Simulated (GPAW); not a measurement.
# Zn (Fm-3m) in GPAW: single point with PBE

Aim: the single point of Zn with PBE.

All numbers are computed with GPAW 26.7.0; they aren't measurements. Logs are shortened: lines on timing, memory, paths and dates and some standing lists are left out, and cuts for length are marked. The log counts tension as positive stress, the text compression.

### 1 The undisturbed crystal

It takes space group Fm-3m (No. 225, cubic). The conventional cell has a = 3.930 Å, b = 3.930 Å, c = 3.930 Å, α = 90.00°, β = 90.00°, γ = 90.00°. Zn (site symmetry m-3m) is surrounded by 12 Zn at 2.78 Å.

This isn't the form of Zn at room conditions, which is hcp.

### 2 Single point, PBE (strain = 0.04)

File run.py:

```python
from ase.dft.bandgap import bandgap
from ase.io import read, write
from ase.units import GPa
from gpaw import GPAW, PW

atoms = read('Zn.xyz')

calc = GPAW(mode=PW(600),
            xc='PBE',
            kpts={'size': (12, 12, 12), 'gamma': True},
            occupations={'name': 'fermi-dirac', 'width': 0.05},
            nbands=13,
            convergence={'density': 1e-05, 'energy': 1e-05},
            maxiter=150,
            txt='gpaw.txt')
atoms.calc = calc
energy = atoms.get_potential_energy()
forces = atoms.get_forces()
stress = atoms.get_stress()
calc.write('gs.gpw')
write('result.traj', atoms)
print(f'Energy: {energy:.6f} eV')
print('Forces (eV/A):')
print(forces.round(4))
print('Stress (GPa):', (stress / GPa).round(3))
print('Fermi level:', round(calc.get_fermi_level(), 4), 'eV')
print(f'Gap: {bandgap(calc)[0]:.4f} eV, direct: {bandgap(calc, direct=True)[0]:.4f} eV')
```

File Zn.xyz:

```xyz
1
Lattice="0.0392955200 1.9647760000 1.9647760000 1.9647760000 0.0392955200 1.9647760000 2.0040715200 2.0040715200 0.0000000000" Properties=species:S:1:pos:R:3 pbc="T T T"
Zn     0.0000000000      0.0000000000      0.0000000000
```

Potentials or basis: GPAW PAW data sets (gpaw-data 1.2.1), pw.

Started as:

```console
$ OMP_NUM_THREADS=1 python run.py
```

gpaw.txt:

```text
__  _  _
 | _ |_)|_||  |
 |__||  | ||/\| - 26.7.0

Input parameters:
  mode=PW(ecut=600.0),
  convergence={'density': 1e-05, 'energy': 1e-05},
  kpts=MonkhorstPack(size=(12, 12, 12), gamma=True),
  maxiter=150,
  nbands=13,
  occupations=Occupations(name='fermi-dirac', width=0.05),
  xc=XC(name='PBE')

Diagonalizing LCAO Hamiltonian
Converting LCAO to pw mode

       Zn

Atoms  # Å, Bohr magnetons
|   | symbol |        x |        y |        z |    initial magnetic moments |
|---|--------|----------|----------|----------|-----------------------------|
| 0 |     Zn | 0.000000 | 0.000000 | 0.000000 | ( 0.0000,  0.0000,  0.0000) |

Unit cell  # Å
| periodic |        x |        y |        z |  lengths |    angles |
|----------|----------|----------|----------|----------|-----------|
|      yes | 0.039296 | 1.964776 | 1.964776 | 2.778891 | 59.339567 |
|      yes | 1.964776 | 0.039296 | 1.964776 | 2.778891 | 59.339567 |
|      yes | 2.004072 | 2.004072 | 0.000000 | 2.834185 | 58.674723 |

Number of symmetries: 8
Symmetry operations  # r_c * U_cc + t_c -> r_c
|   | kind |            matrix            |
|---|------|------------------------------|
| 0 |  E   |  1, 0, 0,  0, 1, 0,  0, 0, 1 |
| 1 |  σ   |  1, 0,-1,  0, 1,-1,  0, 0,-1 |
| 2 |  σ   |  0, 1, 0,  1, 0, 0,  0, 0, 1 |
| 3 |  C2  |  0, 1,-1,  1, 0,-1,  0, 0,-1 |
| 4 |  σ   |  0,-1, 1, -1, 0, 1,  0, 0, 1 |
| 5 |  C2  |  0,-1, 0, -1, 0, 0,  0, 0,-1 |
| 6 |  C2  | -1, 0, 1,  0,-1, 1,  0, 0, 1 |
| 7 |  i   | -1, 0, 0,  0,-1, 0,  0, 0,-1 |

BZ-sampling:
  Number of BZ points: 1728
  Number of IBZ points: 280

  Monkhorst-Pack size: [12, 12, 12]
  Monkhorst-Pack shift: [0.041666666666666664, 0.041666666666666664, 0.041666666666666664]

K-points  # in reciprocal-cell coordinates
|     |                                coordinates |     weight |
|-----|--------------------------------------------|------------|
|   0 | ( -0.00000000,  -0.00000000,  -0.00000000) | 0.00057870 |
|   1 | (  0.08333333,  -0.08333333,  -0.00000000) | 0.00115741 |
|   2 | (  0.08333333,  -0.00000000,  -0.00000000) | 0.00231481 |
|   3 | (  0.08333333,  -0.00000000,   0.08333333) | 0.00231481 |
|   4 | (  0.08333333,   0.08333333,  -0.00000000) | 0.00115741 |
|   5 | (  0.08333333,   0.08333333,   0.08333333) | 0.00231481 |
|   6 | (  0.08333333,   0.08333333,   0.16666667) | 0.00115741 |
|   7 | (  0.16666667,  -0.16666667,  -0.00000000) | 0.00115741 |
|   8 | (  0.16666667,  -0.08333333,  -0.00000000) | 0.00231481 |
|   9 | (  0.16666667,  -0.08333333,   0.08333333) | 0.00231481 |
| ... |                                            |            |
| 279 | (  0.50000000,   0.50000000,   0.50000000) | 0.00115741 |

Plane wave coefficients: 531
Cutoff: 600.0 eV

Spin-components: 1 (collinear spins)
Bands:           13
Projectors:      6
Spin-degeneracy: 2
Datatype:        complex128

Parallelization:
  kpt:    1
  domain: 1
  band:   1

Density:
  Valence electrons: 12.0
  Components: 1
  Grid points: [18 18 18]
  Charge: 0.0  # |e|

Potential:
  Grid points: [18 18 18]

species:
  Zn:
    name:    Zinc
    Z:       30.0
    valence: 12
    core:    18
    charge:  0.0  # [|e|]
    compensation charges:
      type: gauss
      rc: 0.37  # [Å]
      lmax: 2
    cutoffs:
      filter: 2.14  # [Å]
      core: 2.28  # [Å]
    projectors
    | kind |    occ | energy [eV] | rcut [Å] |
    |------|--------|-------------|----------|
    |   4s |  2.000 |      -5.977 |    1.286 |
    |   4p |  0.000 |      -1.117 |    1.270 |
    |   3d | 10.000 |     -10.142 |    1.180 |
    |    s |        |      21.234 |    1.286 |
    |    p |        |      26.095 |    1.270 |
    |    d |        |      17.070 |    1.180 |

    Using partial waves for Zn as LCAO basis

Reference energy: -48861.326653  # eV

eigensolver:
  PPCG
  Converge bands: occupied
  niter=2

density mixing:
  MSR1-Mixer
  Pratt-step length: 0.05
  Maximum mixing coefficient: 0.75
  Old densities: 10
  SVD Regularization: 0.005
  Good broyden scale: 1.0
  Trust region scale: 1.0
  Backstep threshold: 4.0
  History deletion threshold: 6.0
  Fourier metric: weight=20.0, sigma=0.015

occupation numbers:
  Fermi-Dirac:
    width: 0.0500  # eV

poisson solver:
  ecut: 4800.0  # eV

xc functional:
  name: PBE with 2 nearest neighbor stencil

convergence criteria:
[... 6 lines left out ...]
|iter     | |      energy | eigst |  dens |
|---------|-|-------------|-------|-------|
|iter:   1| |   -1.238339 | -0.06 |       |
|iter:   2| |   -1.214316 | -3.06 | -1.41 |
|iter:   3| |   -1.159225 | -1.96 | -1.46 |
|iter:   4| |   -1.161657 | -3.30 | -1.91 |
|iter:   5| |   -1.162247 | -3.24 | -2.26 |
|iter:   6| |   -1.162275 | -5.30 | -3.76 |
|iter:   7| |   -1.162280c| -5.78 | -3.79 |
|iter:   8| |   -1.162281c| -7.99c| -4.76 |
|iter:   9| |   -1.162281c| -8.70c| -5.20c|

Converged in 9 steps
Energy contributions relative to reference atoms: (reference = -48861.326653)

Energy contributions:
  Kinetic:          -1.307871
  Coulomb:           2.899252
  Zero:             -0.025676
  External:          0.000000
  Xc:               -2.726381
  Entropy:          -0.003209
  Spinorbit:         0.000000
  ----------------------------
  Free energy:      -1.163885
  Extrapolated:     -1.162281

dipole moment: (-7.701270, -7.701270, -7.550264)  # |e|*Ang

Fermi level: 6.596
Eigenvalues  # (at kpt = [-0.000, -0.000, -0.000])
| band index |      eig [eV] | occ [0-2] |
|------------|---------------|-----------|
|          0 |        -3.700 |     2.000 |
|          1 |        -0.988 |     2.000 |
|          2 |        -0.949 |     2.000 |
|          3 |        -0.885 |     2.000 |
|          4 |        -0.557 |     2.000 |
|          5 |        -0.555 |     2.000 |
|          6 |        24.072 |     0.000 |
|          7 |        24.320 |     0.000 |
|          8 |        25.727 |     0.000 |
|          9 |        25.896 |     0.000 |
|         10 |        26.724 |     0.000 |
|         11 |        27.334 |     0.000 |
|         12 |        28.167 |     0.000 |

No gap
No difference between direct/indirect transitions

Forces  # eV/Ang
|       x |        y |       z |
|---------|----------|---------|
| 0.00000 | -0.00000 | 0.00000 |  # Zn   0

Stress tensor  # eV/Ang^3
|         x |         y |         z |
|-----------|-----------|-----------|
|  0.002548 | -0.009099 | -0.000000 |
| -0.009099 |  0.002548 |  0.000000 |
| -0.000000 |  0.000000 |  0.002069 |

# Writing to gs.gpw (mode='')
```

Run time: 55 s. Hardware: 1 thread of Arm Neoverse V1, shared host; peak memory 0.18 GiB.

What came out:

```yaml
Free_energy: -1.1639 eV
Pressure: -0.4 GPa
Band_gap_on_the_k_mesh: none (metal or under the smearing width)
```

Stress tensor (GPa, compression positive):
```
-0.41  1.46  0.00
 1.46 -0.41  0.00
 0.00  0.00 -0.33
```

Caveat: the density grid can change from cell to cell, which puts small steps into energies and stress.
